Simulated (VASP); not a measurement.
# WC (Fd-3m) in VASP: further runs

One crystal, WC, is run at these levels: LDA, PBE, PBEsol, RPBE; tasks: band structure.

Everything below comes from runs of VASP 6.6.1. Logs are shortened: lines on timing, memory, paths and dates and some standing lists are left out, and cuts for length are marked.

### Step 1. The crystal as given

The structure is cubic, space group Fd-3m (No. 227). The conventional cell has a = 5.774 Å, b = 5.774 Å, c = 5.774 Å, α = 90.00°, β = 90.00°, γ = 90.00°. Around W (site symmetry -43m) lie 4 W at 2.50 Å and 4 C at 2.50 Å. Around C (site symmetry -43m) lie 4 W at 2.50 Å and 4 C at 2.50 Å.

The cell was built by a generator and needn't be a form met in nature.

### Step 2. Band structure, LDA

File POSCAR:

```
WC
1.0
    0.0000000000      2.8868000000      2.8868000000
    2.8868000000      0.0000000000      2.8868000000
    2.8868000000      2.8868000000      0.0000000000
W C
2 2
Direct
    0.5000000000      0.5000000000      0.5000000000
    0.7500000000      0.7500000000      0.7500000000
    0.0000000000      0.0000000000      0.0000000000
    0.2500000000      0.2500000000      0.2500000000
```

File INCAR.step1:

```
SYSTEM = WC
ALGO     = Fast           ! electronic algorithm
EDIFF    = 1E-6           ! SCF threshold, eV
ENCUT    = 520            ! plane-wave cutoff, eV
ISIF     = 2              ! what is computed and relaxed
ISMEAR   = -1             ! smearing method
LASPH    = .TRUE.         ! aspherical terms in the spheres
LCHARG   = .TRUE.         ! write CHGCAR
LMAXMIX  = 4              ! l up to which the mixer works
LREAL    = .FALSE.        ! projectors in reciprocal space
LWAVE    = .FALSE.        ! write WAVECAR
NELM     = 80             ! most SCF steps
PREC     = Accurate       ! precision mode
SIGMA    = 0.05           ! smearing width, eV
```

File KPOINTS.step1:

```
k-points
0
G
  6 6 6
  0 0 0
```

File INCAR.step2:

```
SYSTEM = WC
ALGO     = Fast           ! electronic algorithm
EDIFF    = 1E-6           ! SCF threshold, eV
ENCUT    = 520            ! plane-wave cutoff, eV
ICHARG   = 11             ! starting density
ISIF     = 2              ! what is computed and relaxed
ISMEAR   = 0              ! smearing method
LASPH    = .TRUE.         ! aspherical terms in the spheres
LCHARG   = .FALSE.        ! write CHGCAR
LMAXMIX  = 4              ! l up to which the mixer works
LREAL    = .FALSE.        ! projectors in reciprocal space
LWAVE    = .FALSE.        ! write WAVECAR
NELM     = 80             ! most SCF steps
PREC     = Accurate       ! precision mode
SIGMA    = 0.05           ! smearing width, eV
```

File KPOINTS.step2:

```
path GXWKGLUWLK,UX
10
line-mode
reciprocal
 0.0000000000  0.0000000000  0.0000000000  G
 0.5000000000  0.0000000000  0.5000000000  X

 0.5000000000  0.0000000000  0.5000000000  X
 0.5000000000  0.2500000000  0.7500000000  W

 0.5000000000  0.2500000000  0.7500000000  W
 0.3750000000  0.3750000000  0.7500000000  K

 0.3750000000  0.3750000000  0.7500000000  K
 0.0000000000  0.0000000000  0.0000000000  G

 0.0000000000  0.0000000000  0.0000000000  G
 0.5000000000  0.5000000000  0.5000000000  L

 0.5000000000  0.5000000000  0.5000000000  L
 0.6250000000  0.2500000000  0.6250000000  U

 0.6250000000  0.2500000000  0.6250000000  U
 0.5000000000  0.2500000000  0.7500000000  W

 0.5000000000  0.2500000000  0.7500000000  W
 0.5000000000  0.5000000000  0.5000000000  L

 0.5000000000  0.5000000000  0.5000000000  L
 0.3750000000  0.3750000000  0.7500000000  K

 0.6250000000  0.2500000000  0.6250000000  U
 0.5000000000  0.0000000000  0.5000000000  X
```

Potentials or basis: VASP PAW LDA potentials, release 64 (W_sv, C).

The run is started by

```sh
> cat potpaw_LDA.64/W_sv/POTCAR potpaw_LDA.64/C/POTCAR > POTCAR
> cp INCAR.step1 INCAR
> cp KPOINTS.step1 KPOINTS
> mpirun -np 1 vasp_std > vasp.out
> cp INCAR.step2 INCAR
> cp KPOINTS.step2 KPOINTS
> mpirun -np 1 vasp_std > vasp.out
```

OUTCAR:

```text
SYSTEM = WC
   EDIFF = 1E-6
   ENCUT = 520
   ICHARG = 11
   ISIF = 2
   ISMEAR = 0
   LASPH = .TRUE.
   LREAL = .FALSE.
   NELM = 80
   PREC = Accurate

 ion  position               nearest neighbor table
   1  0.500  0.500  0.500-   4 2.50   4 2.50   4 2.50   2 2.50   2 2.50   2 2.50   4 2.50   2 2.50

   2  0.750  0.750  0.750-   1 2.50   1 2.50   1 2.50   3 2.50   3 2.50   3 2.50   3 2.50   1 2.50

   3  0.000  0.000  0.000-   2 2.50   2 2.50   2 2.50   2 2.50
   4  0.250  0.250  0.250-   1 2.50   1 2.50   1 2.50   1 2.50

  LATTYP: Found a face centered cubic cell.
 ALAT       =     5.7736000000

  Lattice vectors:

 A1 = (   0.0000000000,   2.8868000000,   2.8868000000)
 A2 = (   2.8868000000,   0.0000000000,   2.8868000000)
 A3 = (   2.8868000000,   2.8868000000,   0.0000000000)

Analysis of symmetry for initial positions (statically):
=====================================================================
 Subroutine PRICEL returns:
 Original cell was already a primitive cell.

 Routine SETGRP: Setting up the symmetry group for a
 face centered cubic supercell.

 Subroutine GETGRP returns: Found 48 space group operations
 (whereof 24 operations were pure point group operations)
 out of a pool of 48 trial point group operations.

The static configuration has the point symmetry T_d .
 The point group associated with its full space group is O_h .

Analysis of symmetry for dynamics (positions and initial velocities):
=====================================================================
 Subroutine PRICEL returns:
 Original cell was already a primitive cell.

 Routine SETGRP: Setting up the symmetry group for a
 face centered cubic supercell.

 Subroutine GETGRP returns: Found 48 space group operations
 (whereof 24 operations were pure point group operations)
 out of a pool of 48 trial point group operations.

The dynamic configuration has the point symmetry T_d .
 The point group associated with its full space group is O_h .

 Subroutine INISYM returns: Found 48 space group operations
 (whereof 24 operations are pure point group operations),
 and found     1 'primitive' translations

----------------------------------------------------------------------------------------

                                     Primitive cell

[... 85 lines left out ...]
   LASPH  =      T    aspherical Exc in radial PAW
   ENCUT  =  520.0 eV  38.22 Ry    6.18 a.u.   7.59  7.59  7.59*2*pi/ulx,y,z
   NELM   =     80;   NELMIN=  2; NELMDL=  0     # of ELM steps
   EDIFF  = 0.1E-05   stopping-criterion for ELM
   LREAL  =      F    real-space projection
   EDIFFG = 0.1E-04   stopping-criterion for IOM
   NSW    =      0    number of steps for IOM
   IBRION =     -1    ionic relax: 0-MD 1-quasi-New 2-CG
   NFREE  =      0    steps in history (QN), initial steepest desc. (CG)
   ISIF   =      2    stress and relaxation
   ISYM   =      2    0-nonsym 1-usesym 2-fastsym
   POTIM  = 0.5000    time-step for ionic-motion
   TEBEG  =    0.0;   TEEND  =   0.0 temperature during run
   PSTRESS=    0.0 pullay stress
   NELECT =      36.0000    total number of electrons
   NUPDOWN=      -1.0000    fix difference up-down
   EMIN   =  10.00;   EMAX   =-10.00  energy-range for DOS
   EFERMI =   0.00;   METHOD = LEGACY
   ISMEAR =     0;   SIGMA  =   0.05  broadening in eV -4-tet -1-fermi 0-gaus
   EFERMI_NEDOS =   21; number of points for ismear=-14 and -15
   IALGO  =     68    algorithm
   IMIX   =      4    mixing-type and parameters
     AMIX     =   0.40;   BMIX     =  1.00
     AMIX_MAG =   1.60;   BMIX_MAG =  1.00
  volume/ion in A,a.u.               =      12.03        81.17
  Fermi-wavevector in a.u.,A,eV,Ry     =   1.486217  2.808543 30.053117  2.208842
  Thomas-Fermi vector in A             =   2.599531
   LORBIT       =      0    0 simple, 1 ext, 2 COOP (PROOUT), +10 PAW based schemes
   GGA     = CA    functional components
   LHFCALC =     F    Hartree Fock is set to
   AEXX    =    0.0000 exact exchange contribution
   IVDW    =     0    specifies the selected vdW correction
   LEPSILON=     F    determine dielectric tensor
   LRPA    =     F    only Hartree local field effects (RPA)
 non-spin polarized calculation
 RMM-DIIS sequential band-by-band and
 Gauss-broadening in eV      SIGMA  =   0.05
  energy-cutoff  :      520.00
  volume of cell :       48.11
 maximum number of plane-waves:      1313

 number of electron      36.0000004 magnetization

 Free energy of the ion-electron system (eV)
  ---------------------------------------------------
  ext. energy  EPLUGINS =         0.00000000
  ---------------------------------------------------
  free energy    TOTEN  =       -38.63675666 eV

  energy without entropy =      -38.63528783  energy(sigma->0) =      -38.63602224

 E-fermi :   9.5024     XC(G=0): -13.2237

 val. band max:        9.4866625503   @ k =   0.5556   0.1111   0.5556
 cond. band min:       9.5038934989   @ k =   0.5694   0.1389   0.5694
 fundamental gap:      0.0172309485
 Fermi energy:         9.5023625456

 k-point     1 :       0.0000    0.0000    0.0000
  band No.  band energies     occupation
      1     -64.1477      2.00000
      2     -63.7861      2.00000
      3     -29.0434      2.00000
      4     -29.0434      2.00000
      5     -29.0434      2.00000
      6     -28.0506      2.00000
[... 589 lines left out ...]
     21      10.8111      0.00000
     22      11.4038      0.00000

 [... further k-points ...]

------------------------ aborting loop because EDIFF is reached ----------------------------------------

  FORCE on cell =-STRESS in cart. coord.  units (eV):
  Direction    XX          YY          ZZ          XY          YZ          ZX
  --------------------------------------------------------------------------------------
  -------------------------------------------------------------------------------------
  Total       -4.2830466     -4.2830466     -4.2830466     -0.0000000     -0.0000000      0.0000000
  in kB     -142.6209405   -142.6209405   -142.6209405     -0.0000000     -0.0000000      0.0000000
  external PRESSURE =    -142.6209405 kB  Pullay stress =       0.0000000 kB

 VOLUME and BASIS-vectors are now :
 -----------------------------------------------------------------------------
  energy-cutoff  :      520.00
  volume of cell :       48.11
      direct lattice vectors                 reciprocal lattice vectors
     0.000000000  2.886800000  2.886800000    -0.173202162  0.173202162  0.173202162
     2.886800000  0.000000000  2.886800000     0.173202162 -0.173202162  0.173202162
     2.886800000  2.886800000  0.000000000     0.173202162  0.173202162 -0.173202162

 POSITION                                       TOTAL-FORCE (eV/Angst)
 -----------------------------------------------------------------------------------
      2.88680      2.88680      2.88680        -0.000000     -0.000000     -0.000000
      4.33020      4.33020      4.33020         0.000000      0.000000      0.000000
      0.00000      0.00000      0.00000        -0.000000      0.000000      0.000000
      1.44340      1.44340      1.44340        -0.000000     -0.000000      0.000000
 -----------------------------------------------------------------------------------
    total drift:                                0.000000     -0.000000     -0.000000

  FREE ENERGIE OF THE ION-ELECTRON SYSTEM (eV)
  ---------------------------------------------------
  free  energy   TOTEN  =       -38.6367566606 eV

  energy  without entropy=      -38.6352878280  energy(sigma->0) =      -38.63602224
```

Run time: 46 s. Hardware: 1 thread of Intel Xeon 6975P-C (Granite Rapids), shared host; peak memory 0.21 GiB.

What came out:

* Band gap along the path: none (metal or under the smearing width)

Levels at the corners of the path, in eV from the Fermi level:
| point | band 15 | band 16 | band 17 | band 18 | band 19 | band 20 | band 21 | band 22 |
| --- | --- | --- | --- | --- | --- | --- | --- | --- |
| Γ | -3.44 | -2.92 | -2.92 | -2.92 | 1.15 | 1.40 | 1.40 | 1.40 |
| X | -1.68 | -1.68 | -0.38 | -0.38 | -0.25 | -0.25 | 0.36 | 0.36 |
| X | -1.68 | -1.68 | -0.38 | -0.38 | -0.25 | -0.25 | 0.36 | 0.36 |
| W | -2.27 | -2.27 | -0.91 | -0.91 | 0.47 | 0.47 | 1.61 | 1.61 |
| W | -2.27 | -2.27 | -0.91 | -0.91 | 0.47 | 0.47 | 1.61 | 1.61 |
| K | -2.10 | -1.82 | -1.49 | -1.47 | 0.53 | 0.84 | 0.92 | 1.94 |
| K | -2.10 | -1.82 | -1.49 | -1.47 | 0.53 | 0.84 | 0.92 | 1.93 |
| Γ | -3.44 | -2.92 | -2.92 | -2.92 | 1.15 | 1.40 | 1.40 | 1.40 |
| Γ | -3.44 | -2.92 | -2.92 | -2.92 | 1.15 | 1.40 | 1.40 | 1.40 |
| L | -3.33 | -2.35 | 0.47 | 0.47 | 1.52 | 1.52 | 1.62 | 2.35 |
| L | -3.33 | -2.35 | 0.47 | 0.47 | 1.52 | 1.52 | 1.62 | 2.35 |
| U | -2.10 | -1.82 | -1.49 | -1.47 | 0.53 | 0.84 | 0.92 | 1.94 |
| U | -2.10 | -1.82 | -1.49 | -1.47 | 0.53 | 0.84 | 0.92 | 1.93 |
| W | -2.27 | -2.27 | -0.91 | -0.91 | 0.47 | 0.47 | 1.61 | 1.61 |
| W | -2.27 | -2.27 | -0.91 | -0.91 | 0.47 | 0.47 | 1.61 | 1.61 |
| L | -3.33 | -2.35 | 0.47 | 0.47 | 1.52 | 1.52 | 1.62 | 2.35 |
| L | -3.33 | -2.35 | 0.47 | 0.47 | 1.52 | 1.52 | 1.62 | 2.35 |
| K | -2.10 | -1.82 | -1.49 | -1.47 | 0.53 | 0.84 | 0.92 | 1.93 |
| U | -2.10 | -1.82 | -1.49 | -1.47 | 0.53 | 0.84 | 0.92 | 1.93 |
| X | -1.68 | -1.68 | -0.38 | -0.38 | -0.25 | -0.25 | 0.36 | 0.36 |

Caveat: the log is that of the step along the path at fixed density, whose energy, stress, charges and moments have no meaning; spin-orbit coupling is left out, which moves the levels of the heavy elements.

(Part 1 of 2 ends here.)
